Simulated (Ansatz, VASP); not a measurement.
## SnSe: VASP beside Ansatz

File INCAR:

```
PREC     = Accurate       # precision mode
ENCUT    = 520            # plane-wave cutoff, eV
EDIFF    = 1E-6           # SCF threshold, eV
ISMEAR   = 0              # smearing method
SIGMA    = 0.05           # smearing width, eV
LREAL    = F              # projectors in reciprocal space
LASPH    = T              # aspherical terms in the spheres
NELM     = 80             # most SCF steps
ALGO     = Normal         # electronic algorithm
ISIF     = 2              # what is computed and relaxed
LWAVE    = F              # write WAVECAR
LCHARG   = F              # write CHGCAR
NBANDS   = 17             # bands
```

Contents of KPOINTS:

```
Automatic mesh
0
Gamma
  6 6 6
```

File POSCAR:

```
SnSe
1.0
    3.5858595351      0.0000000000      0.0000000000
    0.0000000000      3.5858595351      0.0000000000
    0.0000000000      0.0000000000      3.5858595351
Sn Se
1 1
Direct
    0.0000000000      0.0000000000      0.0000000000
    0.5000000000      0.5000000000      0.5000000000
```

Input for Ansatz:

```yaml
crystal:
  lattice:
    - [3.5858595351, 0.0, 0.0]
    - [0.0, 3.5858595351, 0.0]
    - [0.0, 0.0, 3.5858595351]
  atoms:
    - { symbol: Sn, position: [0.0, 0.0, 0.0] }
    - { symbol: Se, position: [0.5, 0.5, 0.5] }
basis:
  ecutwfc: 420
kpoints:
  mp_grid: { grid: [6, 6, 6] }
hamiltonian:
  xc: lda
scf:
  occupations: { method: gaussian, width: 0.05 }
output:
  forces: true
  stress: true
  eigenvalues: true
```

Measurements of this composition are mostly on another form, of space group No. 62.

Alike in both runs: task single point; functional LDA; k mesh 6 × 6 × 6; occupations gaussian, width 0.05 eV; no spin polarisation.

|  | VASP | Ansatz |
| --- | --- | --- |
| version | VASP 6.6.1 | Ansatz 0.2.0 |
| potentials or method | VASP PAW LDA potentials, release 64 (Sn_d, Se) | scalar-relativistic, plane waves, PAW |
| plane-wave cutoff (eV) | 520 | 420 |
| valence electrons in the cell | 20 | 30 |

Ansatz gave:

| Property | Result |
| --- | --- |
| gap on the k mesh at the Fermi level (eV) | none |
| pressure (GPa) | 0.0 |

**Question.** Which values does VASP return?

**Answer.** gap on the k mesh at the Fermi level (eV): none; pressure (GPa): 0.1.

A gap of «none» marks a metal or a gap that the smearing closes. The two sets of potentials don't hold the same shells in valence.
